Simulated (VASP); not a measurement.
# GaP (R-3m) in VASP: further runs, part 2 of 2

VASP 6.6.1. Earlier steps stand in the parts before.

## 3. Single point, PBE

File INCAR:

```
SYSTEM = GaP
ADDGRID = .FALSE. ; ALGO = Normal
EDIFF = 1E-6 ; ENCUT = 450
GGA = PE ; ISIF = 2
ISMEAR = 0 ; LASPH = .TRUE.
LCHARG = .FALSE. ; LREAL = .FALSE.
LWAVE = .FALSE. ; NELM = 100
PREC = Accurate ; SIGMA = 0.05
```

File KPOINTS:

```
k-points
0
G
  6 6 6
  0 0 0
```

File POSCAR:

```
GaP
1.0
    1.9430151755      1.1218003346      6.4308101003
   -1.9430151755      1.1218003346      6.4308101003
    0.0000000000     -2.2436006692      6.4308101003
Ga P
2 2
Direct
    0.5646280000      0.5646280000      0.5646280000
    0.4353720000      0.4353720000      0.4353720000
    0.9426110000      0.9426110000      0.9426110000
    0.0573890000      0.0573890000      0.0573890000
```

Potentials or basis: VASP PAW PBE potentials, release 64 (Ga_d, P).

Started as:

```bash
> cat potpaw_PBE.64/Ga_d/POTCAR potpaw_PBE.64/P/POTCAR > POTCAR
> mpirun -np 1 vasp_std > vasp.out
```

OUTCAR:

```text
SYSTEM = GaP
   EDIFF = 1E-6
   ENCUT = 450
   GGA = PE
   ISIF = 2
   ISMEAR = 0
   LASPH = .TRUE.
   LREAL = .FALSE.
   NELM = 100
   PREC = Accurate

 Found     32 irreducible k-points:

 Following reciprocal coordinates:
            Coordinates               Weight
  0.000000  0.000000  0.000000      1.000000
  0.166667  0.000000  0.000000      6.000000
  0.333333 -0.000000 -0.000000      6.000000
  0.500000  0.000000 -0.000000      3.000000
  0.166667  0.166667 -0.000000      6.000000
  0.333333  0.166667 -0.000000     12.000000
   k-points           NKPTS =     32   k-points in BZ     NKDIM =     32   number of bands    NBANDS=     22
   number of dos      NEDOS =    301   number of ions     NIONS =      4
   total plane-waves  NPLWV = 110592
   dimension x,y,z NGX =    48 NGY =   48 NGZ =   48
   dimension x,y,z NGXF=    96 NGYF=   96 NGZF=   96
   ions per type =               2   2
   NGX,Y,Z   is equivalent  to a cutoff of  11.72, 11.72, 11.72 a.u.
   NGXF,Y,Z  is equivalent  to a cutoff of  23.43, 23.43, 23.43 a.u.
 SYSTEM =  GaP
   PREC   = accura    normal or accurate (medium, high low for compatibility)
   ISTART =      0    job   : 0-new  1-cont  2-samecut
   ICHARG =      2    charge: 1-file 2-atom 10-const
   ISPIN  =      1    spin polarized calculation?
   LNONCOLLINEAR =      F non collinear calculations
   LSORBIT =      F    spin-orbit coupling
   LASPH  =      T    aspherical Exc in radial PAW
   ENCUT  =  450.0 eV  33.07 Ry    5.75 a.u.  11.78 11.78 11.78*2*pi/ulx,y,z
   NELM   =    100;   NELMIN=  2; NELMDL= -5     # of ELM steps
   EDIFF  = 0.1E-05   stopping-criterion for ELM
[... 18 lines left out ...]
     AMIX     =   0.40;   BMIX     =  1.00
     AMIX_MAG =   1.60;   BMIX_MAG =  1.00
  volume/ion in A,a.u.               =      21.03       141.89
  Fermi-wavevector in a.u.,A,eV,Ry     =   1.233785  2.331515 20.711129  1.522225
  Thomas-Fermi vector in A             =   2.368501
   LORBIT       =      0    0 simple, 1 ext, 2 COOP (PROOUT), +10 PAW based schemes
   GGA     = PE    functional components
[... 5 lines left out ...]
 non-spin polarized calculation
 Gauss-broadening in eV      SIGMA  =   0.05
  energy-cutoff  :      450.00
  volume of cell :       84.10
 maximum number of plane-waves:      1846
   NGX = 23   NGY = 23   NGZ = 23

 number of electron      35.9999994 magnetization

 Free energy of the ion-electron system (eV)
  ---------------------------------------------------
  ext. energy  EPLUGINS =         0.00000000
  ---------------------------------------------------
  free energy    TOTEN  =       -17.72233552 eV

  energy without entropy =      -17.72233552  energy(sigma->0) =      -17.72233552

 E-fermi :   4.8843     XC(G=0):  -9.6650

 val. band max:        4.6192452462   @ k =   0.0000   0.0000   0.0000
 cond. band min:       5.4544540070   @ k =   0.5000   0.5000   0.0000
 fundamental gap:      0.8352087608
 Fermi energy:         4.8842775018

 k-point     1 :       0.0000    0.0000    0.0000
  band No.  band energies     occupation
      1     -10.1430      2.00000
      2     -10.0169      2.00000
      3     -10.0169      2.00000
      4     -10.0026      2.00000
      5     -10.0026      2.00000
      6      -9.9513      2.00000
[... 14 lines left out ...]
     21       7.3664      0.00000
     22       8.2904      0.00000

 k-point     2 :       0.1667    0.0000    0.0000
  band No.  band energies     occupation
      1     -10.1377      2.00000
      2     -10.0472      2.00000
      3     -10.0172      2.00000
      4     -10.0141      2.00000
      5      -9.9917      2.00000
      6      -9.9561      2.00000
[... 14 lines left out ...]
     21       7.3839      0.00000
     22       9.0160      0.00000

 k-point     3 :       0.3333   -0.0000   -0.0000
  band No.  band energies     occupation
      1     -10.1301      2.00000
      2     -10.0963      2.00000
      3     -10.0395      2.00000
      4     -10.0108      2.00000
      5      -9.9698      2.00000
      6      -9.9663      2.00000
[... 14 lines left out ...]
     21       7.9212      0.00000
     22       9.4261      0.00000

 k-point     4 :       0.5000    0.0000   -0.0000
  band No.  band energies     occupation
      1     -10.1288      2.00000
      2     -10.1166      2.00000
      3     -10.0474      2.00000
      4     -10.0099      2.00000
      5      -9.9716      2.00000
      6      -9.9589      2.00000
[... 14 lines left out ...]
     21       8.2485      0.00000
     22       9.1102      0.00000

 k-point     5 :       0.1667    0.1667   -0.0000
  band No.  band energies     occupation
      1     -10.1375      2.00000
      2     -10.0430      2.00000
      3     -10.0202      2.00000
      4     -10.0155      2.00000
      5      -9.9913      2.00000
      6      -9.9560      2.00000
[... 14 lines left out ...]
     21       7.9514      0.00000
     22       8.6863      0.00000

 k-point     6 :       0.3333    0.1667   -0.0000
  band No.  band energies     occupation
      1     -10.1299      2.00000
      2     -10.0780      2.00000
      3     -10.0393      2.00000
      4     -10.0098      2.00000
      5      -9.9832      2.00000
      6      -9.9566      2.00000
[... 14 lines left out ...]
     21       8.2906      0.00000
     22       9.1173      0.00000

 [... further k-points ...]

------------------------ aborting loop because EDIFF is reached ----------------------------------------

  FORCE on cell =-STRESS in cart. coord.  units (eV):
  Direction    XX          YY          ZZ          XY          YZ          ZX
  --------------------------------------------------------------------------------------
  -------------------------------------------------------------------------------------
  Total       -0.0365675     -0.0365675     -0.0328912      0.0000000     -0.0000000      0.0000000
  in kB       -0.6966229     -0.6966229     -0.6265868      0.0000000     -0.0000000      0.0000000
  external PRESSURE =      -0.6732775 kB  Pullay stress =       0.0000000 kB

 VOLUME and BASIS-vectors are now :
 -----------------------------------------------------------------------------
  energy-cutoff  :      450.00
  volume of cell :       84.10
      direct lattice vectors                 reciprocal lattice vectors
     1.943015176  1.121800335  6.430810100     0.257332010  0.148570705  0.051833801
    -1.943015176  1.121800335  6.430810100    -0.257332010  0.148570705  0.051833801
     0.000000000 -2.243600669  6.430810100     0.000000000 -0.297141410  0.051833801

 POSITION                                       TOTAL-FORCE (eV/Angst)
 -----------------------------------------------------------------------------------
      0.00000      0.00000     10.89305         0.000000     -0.000000     -0.049747
      0.00000      0.00000      8.39938         0.000000     -0.000000      0.049747
      0.00000      0.00000     18.18526         0.000000      0.000000     -0.016890
      0.00000      0.00000      1.10717         0.000000     -0.000000      0.016890
 -----------------------------------------------------------------------------------
    total drift:                               -0.000000      0.000000      0.000000

  FREE ENERGIE OF THE ION-ELECTRON SYSTEM (eV)
  ---------------------------------------------------
  free  energy   TOTEN  =       -17.7223355234 eV

  energy  without entropy=      -17.7223355234  energy(sigma->0) =      -17.72233552
```

OSZICAR:

```text
N       E                     dE             d eps       ncg     rms          rms(c)
DAV:   1     0.217257918025E+03    0.21726E+03   -0.16266E+04  1414   0.216E+03
DAV:   2     0.591079562783E+01   -0.21135E+03   -0.20686E+03  1516   0.446E+02
DAV:   3    -0.172164957638E+02   -0.23127E+02   -0.22508E+02  1666   0.120E+02
DAV:   4    -0.180087691062E+02   -0.79227E+00   -0.79089E+00  1854   0.236E+01
DAV:   5    -0.180247486216E+02   -0.15980E-01   -0.15975E-01  1800   0.300E+00    0.632E+00
DAV:   6    -0.177675259293E+02    0.25722E+00   -0.51254E-01  1984   0.105E+01    0.382E+00
DAV:   7    -0.177209289685E+02    0.46597E-01   -0.28562E-01  1730   0.322E+00    0.103E+00
DAV:   8    -0.177216175949E+02   -0.68863E-03   -0.33391E-02  1806   0.227E+00    0.226E-01
DAV:   9    -0.177220380191E+02   -0.42042E-03   -0.43682E-03  1750   0.754E-01    0.868E-02
DAV:  10    -0.177221910059E+02   -0.15299E-03   -0.56171E-04  1928   0.180E-01    0.335E-02
DAV:  11    -0.177223182493E+02   -0.12724E-03   -0.11894E-04  1684   0.636E-02    0.148E-02
DAV:  12    -0.177223349932E+02   -0.16744E-04   -0.21737E-05  1496   0.284E-02    0.778E-03
DAV:  13    -0.177223355234E+02   -0.53019E-06   -0.30349E-06  1452   0.182E-02
   1 F= -.17722336E+02 E0= -.17722336E+02  d E =-.163934E-15
```

Run time: 67 s. Hardware: 1 thread of Intel Xeon Platinum 8488C (Sapphire Rapids), shared host; peak memory 0.32 GiB.

These settings aren't checked as converged: the numbers below hold their error.

What came out:

```yaml
Free_energy: -17.7223 eV
Pressure: -0.1 GPa
Largest_force: 0.050 eV/Å
Band_gap_on_the_k_mesh: 0.84 eV, indirect (least direct gap 1.13 eV)
```

## 4. Single point, PBE

Edit INCAR of step 3 so:

```diff
@@ -4,3 +4,3 @@
 GGA = PE ; ISIF = 2
-ISMEAR = 0 ; LASPH = .TRUE.
+ISMEAR = -5 ; LASPH = .TRUE.
 LCHARG = .FALSE. ; LREAL = .FALSE.
```

KPOINTS is that of step 3.

POSCAR is that of step 3.

Potentials or basis: VASP PAW PBE potentials, release 64 (Ga_d, P).

Started as:

```bash
> cat potpaw_PBE.64/Ga_d/POTCAR potpaw_PBE.64/P/POTCAR > POTCAR
> mpirun -np 1 vasp_std > vasp.out
```

OUTCAR:

```text
SYSTEM = GaP
   EDIFF = 1E-6
   ENCUT = 450
   GGA = PE
   ISIF = 2
   ISMEAR = -5
   LASPH = .TRUE.
   LREAL = .FALSE.
   NELM = 100
   PREC = Accurate

 Found     32 irreducible k-points:

 Following reciprocal coordinates:
            Coordinates               Weight
  0.000000  0.000000  0.000000      1.000000
  0.166667  0.000000  0.000000      6.000000
  0.333333 -0.000000 -0.000000      6.000000
  0.500000  0.000000 -0.000000      3.000000
  0.166667  0.166667 -0.000000      6.000000
  0.333333  0.166667 -0.000000     12.000000
   k-points           NKPTS =     32   k-points in BZ     NKDIM =     32   number of bands    NBANDS=     22
[... 230 lines left out ...]
  -------------------------------------------------------------------------------------
  Total       -0.0365676     -0.0365676     -0.0328912      0.0000000      0.0000000     -0.0000000
  in kB       -0.6966233     -0.6966233     -0.6265871      0.0000000      0.0000000     -0.0000000
  external PRESSURE =      -0.6732779 kB  Pullay stress =       0.0000000 kB

 VOLUME and BASIS-vectors are now :
 -----------------------------------------------------------------------------
  energy-cutoff  :      450.00
  volume of cell :       84.10
      direct lattice vectors                 reciprocal lattice vectors
     1.943015176  1.121800335  6.430810100     0.257332010  0.148570705  0.051833801
    -1.943015176  1.121800335  6.430810100    -0.257332010  0.148570705  0.051833801
     0.000000000 -2.243600669  6.430810100     0.000000000 -0.297141410  0.051833801

 POSITION                                       TOTAL-FORCE (eV/Angst)
 -----------------------------------------------------------------------------------
      0.00000      0.00000     10.89305         0.000000     -0.000000     -0.049747
      0.00000      0.00000      8.39938         0.000000      0.000000      0.049747
      0.00000      0.00000     18.18526         0.000000     -0.000000     -0.016890
      0.00000      0.00000      1.10717         0.000000      0.000000      0.016890
 -----------------------------------------------------------------------------------
    total drift:                               -0.000000      0.000000      0.000000

  FREE ENERGIE OF THE ION-ELECTRON SYSTEM (eV)
  ---------------------------------------------------
  free  energy   TOTEN  =       -17.7223355233 eV

  energy  without entropy=      -17.7223355233  energy(sigma->0) =      -17.72233552
```

stdout:

```text
POSCAR found type information on POSCAR GaP
 POSCAR found :  2 types and       4 ions
 scaLAPACK will be used
 LDA part: xc-table for (Slater+PW92), standard interpolation
 POSCAR, INCAR and KPOINTS ok, starting setup
 FFT: planning ... GRIDC
 FFT: planning ... GRID_SOFT
 FFT: planning ... GRID
 WAVECAR not read
 entering main loop
```

Run time: 66 s. Hardware: 1 thread of Intel Xeon Platinum 8488C (Sapphire Rapids), shared host; peak memory 0.32 GiB.

These settings aren't checked as converged: the numbers below hold their error.

What came out:

| Property | Result |
| --- | --- |
| Free energy | -17.7223 eV |
| Pressure | -0.1 GPa |
| Largest force | 0.050 eV/Å |
| Band gap on the k mesh | 0.84 eV, indirect (least direct gap 1.13 eV) |
